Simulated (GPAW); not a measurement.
A run of GPAW 26.7.0 is set up as follows.

Contents of run.py:

```python
import json
import numpy as np
from ase.dft.bandgap import bandgap
from ase.dft.wannier import Wannier
from ase.io import read, write
from ase.units import GPa
from gpaw import GPAW, PW, setup_paths

setup_paths.insert(0, '.')

atoms = read('POSCAR')

calc = GPAW(mode=PW(800),
            xc='LDA',
            kpts={'size': (9, 9, 5), 'gamma': True},
            occupations={'name': 'fermi-dirac', 'width': 0.05},
            nbands=31,
            convergence={'density': 1e-05, 'energy': 1e-05},
            maxiter=150,
            txt='gpaw.txt')
atoms.calc = calc
energy = atoms.get_potential_energy()
forces = atoms.get_forces()
stress = atoms.get_stress()
calc.write('gs.gpw')
write('result.traj', atoms)
print(f'Energy: {energy:.6f} eV')
print('Forces (eV/A):')
print(forces.round(4))
print('Stress (GPa):', (stress / GPa).round(3))
print('Fermi level:', round(calc.get_fermi_level(), 4), 'eV')
print(f'Gap: {bandgap(calc)[0]:.4f} eV, direct: {bandgap(calc, direct=True)[0]:.4f} eV')

nocc = int(round(calc.get_number_of_electrons() / 2))
full = calc.fixed_density(kpts={'size': (5, 5, 5), 'gamma': True}, symmetry='off', nbands=nocc + 6,
                          convergence={'bands': nocc}, txt='full.txt')
wan, values = None, []
for seed in range(6):  # several starts, since the search can end in a local maximum
    trial = Wannier(nwannier=nocc, calc=full, nbands=nocc, functional='std',
                    initialwannier='random' if seed == 0 else 'random', rng=np.random.RandomState(seed))
    trial.localize(tolerance=1e-6)
    values.append(trial.get_functional_value())
    print(f'start {seed}: functional {values[-1]:.5f}', flush=True)
    if values[-1] == max(values):
        wan = trial
wan.localize(step=0.1, tolerance=1e-8)
wan.translate_all_to_cell((0, 0, 0))
centres, spreads = wan.get_centers(), wan.get_spreads()
for x, s in zip(centres, spreads):
    d = np.linalg.norm(atoms.repeat(3).positions - atoms.cell.sum(0) - x, axis=1)
    print(x.round(4), f'spread {s:.4f} A^2, nearest {atoms[d.argmin() % len(atoms)].symbol} at {d.min():.3f} A')
onsite = wan.get_hopping((0, 0, 0)).diagonal().real
print('On-site energies:', onsite.round(4))
json.dump({'centres': centres.tolist(), 'spreads': spreads.tolist(), 'onsite': onsite.tolist(), 'values': values},
          open('wannier.json', 'w'))
```

POSCAR

```
ZnO
1.0
    3.2493080000      0.0000000000      0.0000000000
   -1.6246540000      2.8139832727      0.0000000000
    0.0000000000      0.0000000000      5.2057090000
Zn O
2 2
Direct
    0.6666666667      0.3333333333      0.0000000000
    0.3333333333      0.6666666667      0.5000000000
    0.3333333333      0.6666666667      0.8790100000
    0.6666666667      0.3333333333      0.3790100000
```

Potentials or basis: PAW data sets generated in the run's folder for this functional, pw.

Run with:

```console
$ gpaw-setup -f LDA O Zn
$ OMP_NUM_THREADS=1 python run.py
```

What does it give for the total Wannier spread?

8.14 Å² over 18 functions.

Estimate the largest force.

0.047 eV/Å.

What does it give for the pressure?

-8.3 GPa.

What does it give for the band gap on the k mesh?

0.73 eV, direct.

Forces in eV/Å, atoms in the order of the input:
```
Zn   0.000  0.000 -0.047
Zn   0.000  0.000 -0.047
O    0.000  0.000  0.047
O    0.000  0.000  0.047
```

**What was measured.**

From “Electronic structure of alkaline earth and post-transition metal oxides”, 2009, arxiv:0908.1581, for a bulk crystal of ZnO: band gap 3.37 eV.

A measured gap of ZnO is 3.37 eV (quoted in “Electronic structure of alkaline earth and post-transition metal oxides”, 2009, arxiv:0908.1581); the calculated 0.73 eV misses it by -2.64 eV. So large a miss can be the level of theory's own, or it may mean another phase, state or a wrong row. The value is that of LDA, without temperature or zero-point motion. Semilocal functionals fall short of measured gaps as a rule.
